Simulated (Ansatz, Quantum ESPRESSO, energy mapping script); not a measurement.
# MnHO2 monolayer: J from the energies of magnetic orders

Aim: the exchange couplings of MnHO2 monolayer from the energies of a few collinear orders, and the ordering temperature that they give.

Program: Quantum ESPRESSO 7.5. Level of theory: PBE; plane waves, collinear spin, no spin–orbit coupling. Results are calculated unless marked as measured.

## Step 1: Starting point

The cell holds 4 atoms: 1 Mn, 2 O and 1 H. Its edges and angles: a = 3.177 Å, b = 2.888 Å, c = 18.055 Å, α = 90.0°, β = 90.0°, γ = 117.0°. It derives from MnHO2. one layer cut from the bulk crystal, unrelaxed, 15 A of vacuum. Vacuum lies along c.

Coordinates:

```cif
data_structure
_symmetry_space_group_name_H-M 'P 1'
_symmetry_Int_Tables_number 1
_cell_length_a 3.1768
_cell_length_b 2.8881
_cell_length_c 18.0546
_cell_angle_alpha 90.000
_cell_angle_beta 90.000
_cell_angle_gamma 117.037
_cell_volume 147.55
loop_
_atom_site_label
_atom_site_type_symbol
_atom_site_fract_x
_atom_site_fract_y
_atom_site_fract_z
_atom_site_occupancy
Mn1 Mn 0.05368 0.02684 0.53188 1
O2 O 0.77962 0.38981 0.47257 1
O3 O 0.33648 0.66824 0.58459 1
H4 H 0.80610 0.40305 0.41541 1
```

The cell comes from a database of computed structures, and need not be the one that the compound takes in experiment.

A plain semilocal functional is the cheapest rung. It tends to spread open shells too far. These runs use Quantum ESPRESSO.

## Step 2: Parallel start in cell A (8 atoms)

Each cell gets its own parallel run on the same mesh, so that most of the mesh error cancels in the differences.

The potential files are GBRV's for PBE; pw.x takes the functional from them.

pw.in

```
&control
  calculation = 'scf'
  prefix = 'pw'
  outdir = './tmp/'
  pseudo_dir = './pseudo/'
  verbosity = 'low'
/
&system
  ibrav = 0
  nat = 8
  ntyp = 3
  ecutwfc = 45
  ecutrho = 360
  nbnd = 45
  occupations = 'smearing'
  smearing = 'fd'
  degauss = 0.00367493
  nspin = 2
  starting_magnetization(1) = 0.3000
/
&electrons
  conv_thr = 2.0e-08
  electron_maxstep = 120
  mixing_beta = 0.3
  mixing_mode = 'plain'
/
ATOMIC_SPECIES
  Mn 54.9380 Mn.upf
  O 15.9990 O.upf
  H 1.0080 H.upf
CELL_PARAMETERS angstrom
  3.17684992 0.00000006 0.00000000
  -2.62564784 5.14501008 0.00000000
  0.00000000 0.00000000 18.05458500
ATOMIC_POSITIONS crystal
  Mn 0.05368300 0.01342050 0.53187600
  Mn 0.05368300 0.51342050 0.53187600
  O 0.77962400 0.19490575 0.47256800
  O 0.77962400 0.69490575 0.47256800
  O 0.33648300 0.33412050 0.58459300
  O 0.33648300 0.83412050 0.58459300
  H 0.80609800 0.20152425 0.41540700
  H 0.80609800 0.70152425 0.41540700
K_POINTS automatic
  7 4 1 0 0 0
```

Run with:

```bash
$ OMP_NUM_THREADS=1 mpirun -n 4 pw.x -nk 4 -in pw.in > pw.out
```

The program printed:

```text
Program PWSCF v.7.5 starts
[...]
unit-cell volume          =    1991.4392 (a.u.)^3
     number of atoms/cell      =            8
[...]
number of electrons       =        56.00
     number of Kohn-Sham states=           45
     kinetic-energy cutoff     =      45.0000  Ry
     charge density cutoff     =     360.0000  Ry
     scf convergence threshold =      2.0E-08
[...]
Exchange-correlation=  SLA  PW   PBX  PBC
[...]
atomic species   magnetization
[...]
number of k points=    15  Fermi-Dirac smearing, width (Ry)=  0.0037
[...]
iteration #  1     ecut=    45.00 Ry     beta= 0.30
[...]
total energy              =    -553.32830722 Ry
     estimated scf accuracy    <       3.11769632 Ry
     total magnetization       =     8.00 Bohr mag/cell
     absolute magnetization    =     8.07 Bohr mag/cell
     iteration #  2     ecut=    45.00 Ry     beta= 0.30
[...]
total energy              =    -553.64961608 Ry
     estimated scf accuracy    <       2.00701018 Ry
     total magnetization       =     7.23 Bohr mag/cell
     absolute magnetization    =     7.52 Bohr mag/cell
     [... further iterations left out ...]

     iteration # 14     ecut=    45.00 Ry     beta= 0.30
[...]
total energy              =    -554.05583376 Ry
     estimated scf accuracy    <       0.00000003 Ry
     total magnetization       =     7.98 Bohr mag/cell
     absolute magnetization    =     8.10 Bohr mag/cell
     iteration # 15     ecut=    45.00 Ry     beta= 0.30
[...]
Magnetic moment per site  (integrated on atomic sphere of radius R)
     atom   1 (R=0.247)  charge= 11.8007  magn=  3.1538
     atom   2 (R=0.247)  charge= 11.8007  magn=  3.1538
     atom   3 (R=0.134)  charge=  2.2199  magn=  0.0314
     atom   4 (R=0.134)  charge=  2.2199  magn=  0.0314
     atom   5 (R=0.134)  charge=  2.1881  magn=  0.0622
     atom   6 (R=0.134)  charge=  2.1880  magn=  0.0622
     atom   7 (R=0.134)  charge=  0.4043  magn=  0.0074
     atom   8 (R=0.134)  charge=  0.4043  magn=  0.0074
     End of self-consistent calculation
 ------ SPIN UP ------------
          k = 0.0000 0.0000 0.0000 ( 10203 PWs)   bands (ev):
   -83.0038 -82.9938 -51.8377 -51.7788 -51.7672 -51.7322 -51.5829 -51.5760
   -22.6044 -22.0642 -19.1458 -18.7273 -10.5716 -10.1992  -8.4729  -7.2871
    -7.2528  -6.8774  -5.7132  -5.3864  -4.9861  -4.8697  -4.1742  -4.1501
    -3.7484  -3.5761  -3.5392  -3.3091  -2.6562  -2.3241  -1.1843  -0.8240
    -0.5410  -0.0312   0.7736   1.8505   3.2924   3.3029   4.4588   4.5051
     4.7496   5.6245   6.5171   7.0477   7.3788
          k =-0.0000 0.1544 0.0000 ( 10180 PWs)   bands (ev):
   -83.0023 -82.9953 -51.8223 -51.7771 -51.7688 -51.7475 -51.5820 -51.5772
   -22.5228 -22.1399 -19.0954 -18.8022 -10.5455 -10.2912  -8.1358  -7.3035
    -7.1456  -6.8415  -5.9270  -5.3874  -5.1872  -4.8091  -4.7271  -4.5820
    -3.5111  -3.3690  -3.2072  -3.0532  -2.6837  -2.2101  -1.2114  -0.8269
    -0.4308  -0.1206   0.4855   2.0568   2.2328   3.6933   4.8254   4.8948
     4.9701   6.1030   6.2565   6.7178   6.8955
          k = 0.0000-0.3087 0.0000 ( 10144 PWs)   bands (ev):
   -82.9989 -82.9987 -51.7857 -51.7855 -51.7723 -51.7721 -51.5798 -51.5797
   -22.3284 -22.3284 -18.9610 -18.9608 -10.4502 -10.4501  -7.4981  -7.4980
    -6.9140  -6.9140  -5.9692  -5.9691  -5.2466  -5.2465  -4.6314  -4.6313
    -3.3503  -3.3502  -2.9272  -2.9271  -2.3445  -2.3445  -1.1564  -1.1564
[...]
5.8460   5.8460   6.1460   6.1460   7.0531
          k = 0.1429 0.0729 0.0000 ( 10179 PWs)   bands (ev):
[...]
5.4339   6.1930   6.5092   6.9258   7.6908
          k = 0.1429 0.2273 0.0000 ( 10167 PWs)   bands (ev):
[...]
5.7745   5.9137   6.8427   6.8887   7.1430
          k = 0.1429-0.2358 0.0000 ( 10136 PWs)   bands (ev):
[...]
5.8058   5.8819   6.8318   6.8487   7.0414
          k = 0.1429-0.0815 0.0000 ( 10180 PWs)   bands (ev):
[...]
5.5054   6.1673   6.4200   6.9459   7.6484
          k = 0.2857 0.1458 0.0000 ( 10170 PWs)   bands (ev):
[...]
6.2300   6.5178   6.7345   7.7081   7.8769
          k = 0.2857 0.3002 0.0000 ( 10135 PWs)   bands (ev):
[...]
6.2166   6.9136   6.9367   7.0909   7.2624
          k = 0.2857-0.1629 0.0000 ( 10154 PWs)   bands (ev):
[...]
6.2215   6.3221   7.1545   7.5565   8.0505
          k = 0.2857-0.0086 0.0000 ( 10131 PWs)   bands (ev):
[...]
5.9285   6.3586   6.9235   7.7456   8.1577
          k = 0.4286 0.2187 0.0000 ( 10109 PWs)   bands (ev):
[...]
6.7938   7.5938   7.7004   7.7983   7.9749
          k = 0.4286 0.3731 0.0000 ( 10126 PWs)   bands (ev):
[...]
6.8942   6.9749   7.6170   7.9552   8.0884
          k = 0.4286-0.0900 0.0000 ( 10140 PWs)   bands (ev):
[...]
6.9195   7.2188   7.4537   7.7773   8.2005
          k = 0.4286 0.0643 0.0000 ( 10139 PWs)   bands (ev):
[...]
------ SPIN DOWN ----------
          k = 0.0000 0.0000 0.0000 ( 10203 PWs)   bands (ev):
[...]
k =-0.0000 0.1544 0.0000 ( 10180 PWs)   bands (ev):
[...]
k = 0.0000-0.3087 0.0000 ( 10144 PWs)   bands (ev):
[...]
k = 0.1429 0.0729 0.0000 ( 10179 PWs)   bands (ev):
[...]
k = 0.1429 0.2273 0.0000 ( 10167 PWs)   bands (ev):
[...]
k = 0.1429-0.2358 0.0000 ( 10136 PWs)   bands (ev):
[...]
k = 0.1429-0.0815 0.0000 ( 10180 PWs)   bands (ev):
[...]
k = 0.2857 0.1458 0.0000 ( 10170 PWs)   bands (ev):
[...]
k = 0.2857 0.3002 0.0000 ( 10135 PWs)   bands (ev):
[...]
k = 0.2857-0.1629 0.0000 ( 10154 PWs)   bands (ev):
[...]
6.4540   6.6676   7.7047   7.7314   8.2148
          k = 0.2857-0.0086 0.0000 ( 10131 PWs)   bands (ev):
[...]
6.2767   6.4848   7.4544   8.1301   8.4067
          k = 0.4286 0.2187 0.0000 ( 10109 PWs)   bands (ev):
[...]
7.0546   7.7864   8.0405   8.1472   8.4299
          k = 0.4286 0.3731 0.0000 ( 10126 PWs)   bands (ev):
[...]
7.1247   7.1526   7.9420   8.2177   8.3266
          k = 0.4286-0.0900 0.0000 ( 10140 PWs)   bands (ev):
[...]
1.8825   1.9475   2.4790   3.4469   4.9004   5.3764   6.2754   6.8680
     7.1803   7.3617   7.8680   7.9790   8.3673
          k = 0.4286 0.0643 0.0000 ( 10139 PWs)   bands (ev):
   -78.7999 -78.7938 -47.9854 -47.8989 -47.8920 -47.8743 -47.0572 -47.0445
   -22.1114 -21.9341 -18.6395 -18.4728 -10.1472  -9.9324  -7.7056  -7.4046
    -6.6455  -6.4874  -5.3995  -5.1123  -4.4022  -4.3507  -3.6466  -3.6370
     0.1241   0.1279   0.4470   0.6370   0.8035   0.8444   1.2252   1.6262
     1.9519   1.9964   2.4624   3.7493   4.7951   5.6494   5.9014   6.3903
     7.2466   7.2675   7.6815   7.8602   8.6438
     the Fermi energy is    -0.7127 ev
!    total energy              =    -554.05583386 Ry
     estimated scf accuracy    <       0.00000001 Ry
     smearing contrib. (-TS)   =      -0.00030672 Ry
     internal energy E=F+TS    =    -554.05552713 Ry
     The total energy is F=E-TS. E is the sum of the following terms:
     one-electron contribution =   -2944.28521362 Ry
     hartree contribution      =    1476.09507446 Ry
     xc contribution           =     -83.75259556 Ry
     ewald contribution        =     997.88720758 Ry
     total magnetization       =     7.98 Bohr mag/cell
     absolute magnetization    =     8.10 Bohr mag/cell
     convergence has been achieved in  15 iterations
=------------------------------------------------------------------------------=
   JOB DONE.
=------------------------------------------------------------------------------=
```

It took 85 s on 4 MPI ranks of Arm Neoverse V2, shared host; peak memory 1.7 GiB; 5.7 min of CPU time.

Spin moment in the sphere by atom:

```tsv
atom	spin moment in the sphere (μB)
Mn1	3.15
Mn2	3.15
O3	0.03
O4	0.03
O5	0.06
O6	0.06
H7	0.01
H8	0.01
```

The run ends ferromagnetic.

## Step 3: Run 2 (compensated +−; cell A, 8 atoms)

This order reverses 2 of the 2 neighbours at 2.89 Å, 2 of the 4 neighbours at 3.18 Å and 2 of the 4 neighbours at 5.17 Å, counted for an average magnetic atom.

Edit pw.in of step 2 so:

```diff
@@ -10,6 +10,6 @@
   nat = 8
-  ntyp = 3
+  ntyp = 4
   ecutwfc = 45
   ecutrho = 360
-  nbnd = 45
+  nbnd = 40
   occupations = 'smearing'
@@ -19,2 +19,3 @@
   starting_magnetization(1) = 0.3000
+  starting_magnetization(2) = -0.3000
 /
@@ -27,3 +28,4 @@
 ATOMIC_SPECIES
-  Mn 54.9380 Mn.upf
+  Mn1 54.9380 Mn.upf
+  Mn2 54.9380 Mn.upf
   O 15.9990 O.upf
@@ -35,4 +37,4 @@
 ATOMIC_POSITIONS crystal
-  Mn 0.05368300 0.01342050 0.53187600
-  Mn 0.05368300 0.51342050 0.53187600
+  Mn1 0.05368300 0.01342050 0.53187600
+  Mn2 0.05368300 0.51342050 0.53187600
   O 0.77962400 0.19490575 0.47256800
```

The program printed:

```text
     [... lines left out ...]
Program PWSCF v.7.5 starts
     [... lines left out ...]
     number of atoms/cell      =            8
     [... lines left out ...]
     number of electrons       =        56.00
     number of Kohn-Sham states=           40
     kinetic-energy cutoff     =      45.0000  Ry
     charge density cutoff     =     360.0000  Ry
     scf convergence threshold =      2.0E-08
     [... lines left out ...]
     number of k points=    15  Fermi-Dirac smearing, width (Ry)=  0.0037
     [... lines left out ...]
     iteration # 14     ecut=    45.00 Ry     beta= 0.30
     [... lines left out ...]
     Magnetic moment per site  (integrated on atomic sphere of radius R)
     atom   1 (R=0.247)  charge= 11.8085  magn=  3.0338
     atom   2 (R=0.247)  charge= 11.8085  magn= -3.0338
     atom   3 (R=0.134)  charge=  2.2184  magn=  0.0156
     atom   4 (R=0.134)  charge=  2.2184  magn= -0.0156
     atom   5 (R=0.134)  charge=  2.1858  magn= -0.0284
     atom   6 (R=0.134)  charge=  2.1858  magn=  0.0284
     atom   7 (R=0.134)  charge=  0.4054  magn=  0.0019
     atom   8 (R=0.134)  charge=  0.4054  magn= -0.0019
     [... lines left out ...]
     the Fermi energy is    -0.8430 ev
!    total energy              =    -554.06775206 Ry
     estimated scf accuracy    <       0.00000001 Ry
     smearing contrib. (-TS)   =      -0.00022519 Ry
     [... lines left out ...]
     total magnetization       =     0.00 Bohr mag/cell
     absolute magnetization    =     7.57 Bohr mag/cell
     convergence has been achieved in  14 iterations
```

The job ended after 77 s (4 MPI ranks; peak memory 1.6 GiB).

Spin moment in the sphere by atom:

```tsv
atom	spin moment in the sphere (μB)
Mn1	3.03
Mn2	-3.03
O3	0.02
O4	-0.02
O5	-0.03
O6	0.03
H7	0.00
H8	0.00
```

The run ends antiferromagnetic, 81.36 meV a magnetic atom below the parallel order of its cell (energies taken at zero occupation width, not the printed F).

## Step 4: Parallel start in cell B (8 atoms)

A new cell needs its own zero of energy.

This run holds the same structure in another cell (a 3.177 → 6.354 Å, b 5.776 → 2.888 Å).

pw.in

```
&control
  calculation = 'scf'
  prefix = 'pw'
  outdir = './tmp/'
  pseudo_dir = './pseudo/'
  verbosity = 'low'
/
&system
  ibrav = 0
  nat = 8
  ntyp = 3
  ecutwfc = 45
  ecutrho = 360
  nbnd = 45
  occupations = 'smearing'
  smearing = 'fd'
  degauss = 0.00367493
  nspin = 2
  starting_magnetization(1) = 0.3000
/
&electrons
  conv_thr = 2.0e-08
  electron_maxstep = 120
  mixing_beta = 0.3
  mixing_mode = 'plain'
/
ATOMIC_SPECIES
  Mn 54.9380 Mn.upf
  O 15.9990 O.upf
  H 1.0080 H.upf
CELL_PARAMETERS angstrom
  6.35369984 0.00000012 0.00000000
  -1.31282392 2.57250504 0.00000000
  0.00000000 0.00000000 18.05458500
ATOMIC_POSITIONS crystal
  Mn 0.02684150 0.02684100 0.53187600
  Mn 0.52684150 0.02684100 0.53187600
  O 0.38981200 0.38981150 0.47256800
  O 0.88981200 0.38981150 0.47256800
  O 0.16824150 0.66824100 0.58459300
  O 0.66824150 0.66824100 0.58459300
  H 0.40304900 0.40304850 0.41540700
  H 0.90304900 0.40304850 0.41540700
K_POINTS automatic
  4 8 1 0 0 0
```

The program printed:

```text
     [... lines left out ...]
Program PWSCF v.7.5 starts
     [... lines left out ...]
     number of atoms/cell      =            8
     [... lines left out ...]
     number of electrons       =        56.00
     number of Kohn-Sham states=           45
     kinetic-energy cutoff     =      45.0000  Ry
     charge density cutoff     =     360.0000  Ry
     scf convergence threshold =      2.0E-08
[...]
atom   8 (R=0.067)  charge=  0.4041  magn=  0.0074
     [... lines left out ...]
     the Fermi energy is    -0.7040 ev
!    total energy              =    -554.05578592 Ry
     estimated scf accuracy    <          3.9E-09 Ry
     smearing contrib. (-TS)   =      -0.00032006 Ry
     [... lines left out ...]
     total magnetization       =     7.98 Bohr mag/cell
     absolute magnetization    =     8.10 Bohr mag/cell
     convergence has been achieved in  15 iterations
```

It took 1.8 min on 4 MPI ranks; peak memory 1.7 GiB; 7.3 min of CPU time.

The run ends ferromagnetic. For each magnetic atom its energy differs from the parallel run of the first cell by 0.37 meV, an error that one common reference would have brought in.

## Step 5: Run 4 (compensated +−; cell B, 8 atoms)

This order reverses 0 of the 2 neighbours at 2.89 Å, 4 of the 4 neighbours at 3.18 Å and 4 of the 4 neighbours at 5.17 Å, counted for an average magnetic atom.

Edit pw.in of step 4 so:

```diff
@@ -10,6 +10,6 @@
   nat = 8
-  ntyp = 3
+  ntyp = 4
   ecutwfc = 45
   ecutrho = 360
-  nbnd = 45
+  nbnd = 40
   occupations = 'smearing'
@@ -19,2 +19,3 @@
   starting_magnetization(1) = 0.3000
+  starting_magnetization(2) = -0.3000
 /
@@ -27,3 +28,4 @@
 ATOMIC_SPECIES
-  Mn 54.9380 Mn.upf
+  Mn1 54.9380 Mn.upf
+  Mn2 54.9380 Mn.upf
   O 15.9990 O.upf
@@ -35,4 +37,4 @@
 ATOMIC_POSITIONS crystal
-  Mn 0.02684150 0.02684100 0.53187600
-  Mn 0.52684150 0.02684100 0.53187600
+  Mn1 0.02684150 0.02684100 0.53187600
+  Mn2 0.52684150 0.02684100 0.53187600
   O 0.38981200 0.38981150 0.47256800
```

The program printed:

```text
     [... lines left out ...]
Program PWSCF v.7.5 starts
     [... lines left out ...]
     number of atoms/cell      =            8
     [... lines left out ...]
     number of electrons       =        56.00
     number of Kohn-Sham states=           40
     kinetic-energy cutoff     =      45.0000  Ry
     charge density cutoff     =     360.0000  Ry
     scf convergence threshold =      2.0E-08
[...]
atom   8 (R=0.067)  charge=  0.4056  magn=  0.0025
     [... lines left out ...]
     the Fermi energy is    -0.8314 ev
!    total energy              =    -554.06392901 Ry
     estimated scf accuracy    <          5.8E-09 Ry
     smearing contrib. (-TS)   =      -0.00012345 Ry
     [... lines left out ...]
     total magnetization       =    -0.00 Bohr mag/cell
     absolute magnetization    =     7.56 Bohr mag/cell
     convergence has been achieved in  15 iterations
```

Wall time 1.7 min (4 MPI ranks); peak memory 1.7 GiB.

The run ends antiferromagnetic, 56.06 meV a magnetic atom below the parallel order of its cell.

## Step 6: Order 5: parallel, cell C of 12 atoms

A new cell needs its own zero of energy.

pw.in

```
&control
  calculation = 'scf'
  prefix = 'pw'
  outdir = './tmp/'
  pseudo_dir = './pseudo/'
  verbosity = 'low'
/
&system
  ibrav = 0
  nat = 12
  ntyp = 3
  ecutwfc = 45
  ecutrho = 360
  nbnd = 66
  occupations = 'smearing'
  smearing = 'fd'
  degauss = 0.00367493
  nspin = 2
  starting_magnetization(1) = 0.3000
/
&electrons
  conv_thr = 3.0e-08
  electron_maxstep = 120
  mixing_beta = 0.3
  mixing_mode = 'plain'
/
ATOMIC_SPECIES
  Mn 54.9380 Mn.upf
  O 15.9990 O.upf
  H 1.0080 H.upf
CELL_PARAMETERS angstrom
  3.17684992 0.00000006 0.00000000
  -3.93847176 7.71751512 0.00000000
  0.00000000 0.00000000 18.05458500
ATOMIC_POSITIONS crystal
  Mn 0.05368300 0.00894700 0.53187600
  Mn 0.05368300 0.34228033 0.53187600
  Mn 0.05368300 0.67561367 0.53187600
  O 0.77962400 0.12993717 0.47256800
  O 0.77962400 0.46327050 0.47256800
  O 0.77962400 0.79660383 0.47256800
  O 0.33648300 0.22274700 0.58459300
  O 0.33648300 0.55608033 0.58459300
  O 0.33648300 0.88941367 0.58459300
  H 0.80609800 0.13434950 0.41540700
  H 0.80609800 0.46768283 0.41540700
  H 0.80609800 0.80101617 0.41540700
K_POINTS automatic
  7 3 1 0 0 0
```

The program printed:

```text
     [... lines left out ...]
Program PWSCF v.7.5 starts
     [... lines left out ...]
     number of atoms/cell      =           12
     [... lines left out ...]
     number of electrons       =        84.00
     number of Kohn-Sham states=           66
     kinetic-energy cutoff     =      45.0000  Ry
     charge density cutoff     =     360.0000  Ry
     scf convergence threshold =      3.0E-08
[...]
atom  12 (R=0.134)  charge=  0.4043  magn=  0.0074
     [... lines left out ...]
     the Fermi energy is    -0.7054 ev
!    total energy              =    -831.08372802 Ry
     estimated scf accuracy    <       0.00000002 Ry
     smearing contrib. (-TS)   =      -0.00047314 Ry
     [... lines left out ...]
     total magnetization       =    11.96 Bohr mag/cell
     absolute magnetization    =    12.15 Bohr mag/cell
     convergence has been achieved in  15 iterations
```

Run time: 2.8 min. Hardware: 4 MPI ranks; peak memory 2.4 GiB; 11 min of CPU time.

The run ends ferromagnetic. For each magnetic atom its energy differs from the parallel run of the first cell by 0.13 meV, an error that one common reference would have brought in.

## Step 7: Uncompensated ++− start in cell C (12 atoms)

This order reverses 1.33 of the 2 neighbours at 2.89 Å, 1.33 of the 4 neighbours at 3.18 Å and 2.67 of the 4 neighbours at 5.17 Å, counted for an average magnetic atom.

Edit pw.in of step 6 so:

```diff
@@ -10,6 +10,6 @@
   nat = 12
-  ntyp = 3
+  ntyp = 4
   ecutwfc = 45
   ecutrho = 360
-  nbnd = 66
+  nbnd = 61
   occupations = 'smearing'
@@ -19,2 +19,3 @@
   starting_magnetization(1) = 0.3000
+  starting_magnetization(2) = -0.3000
 /
@@ -27,3 +28,4 @@
 ATOMIC_SPECIES
-  Mn 54.9380 Mn.upf
+  Mn1 54.9380 Mn.upf
+  Mn2 54.9380 Mn.upf
   O 15.9990 O.upf
@@ -35,5 +37,5 @@
 ATOMIC_POSITIONS crystal
-  Mn 0.05368300 0.00894700 0.53187600
-  Mn 0.05368300 0.34228033 0.53187600
-  Mn 0.05368300 0.67561367 0.53187600
+  Mn1 0.05368300 0.00894700 0.53187600
+  Mn1 0.05368300 0.34228033 0.53187600
+  Mn2 0.05368300 0.67561367 0.53187600
   O 0.77962400 0.12993717 0.47256800
```

The program printed:

```text
     [... lines left out ...]
Program PWSCF v.7.5 starts
     [... lines left out ...]
     number of atoms/cell      =           12
     [... lines left out ...]
     number of electrons       =        84.00
     number of Kohn-Sham states=           61
     kinetic-energy cutoff     =      45.0000  Ry
     charge density cutoff     =     360.0000  Ry
     scf convergence threshold =      3.0E-08
[...]
atom  12 (R=0.134)  charge=  0.4050  magn= -0.0017
     [... lines left out ...]
     the Fermi energy is    -0.7764 ev
!    total energy              =    -831.09555321 Ry
     estimated scf accuracy    <       0.00000002 Ry
     smearing contrib. (-TS)   =      -0.00050437 Ry
     [... lines left out ...]
     total magnetization       =     3.98 Bohr mag/cell
     absolute magnetization    =    11.59 Bohr mag/cell
     convergence has been achieved in  17 iterations
```

Wall time 3 min (4 MPI ranks); peak memory 2.2 GiB; 12 min of CPU time.

The run ends ferrimagnetic, 53.56 meV a magnetic atom below the parallel order of its cell (energies taken at zero occupation width, not the printed F).

(Part 1 of 2 ends here.)

[Logs and program files are shortened in this print: banners, set-up blocks, solver, clock and traceback lines can be left out without a mark of their own.]

[Logs are printed without paths, hosts, clocks, repeated set-up lines and the standing remarks that a program may print on its own settings, such as how far it seeks lower states.]

[Hosts, paths, dates, database ids (printed as entryN), source tags and the programs' standing remarks are cut or masked in the printed files.]

[Where a cell is said to come from a database of computed structures, the database is the Materials Project.]
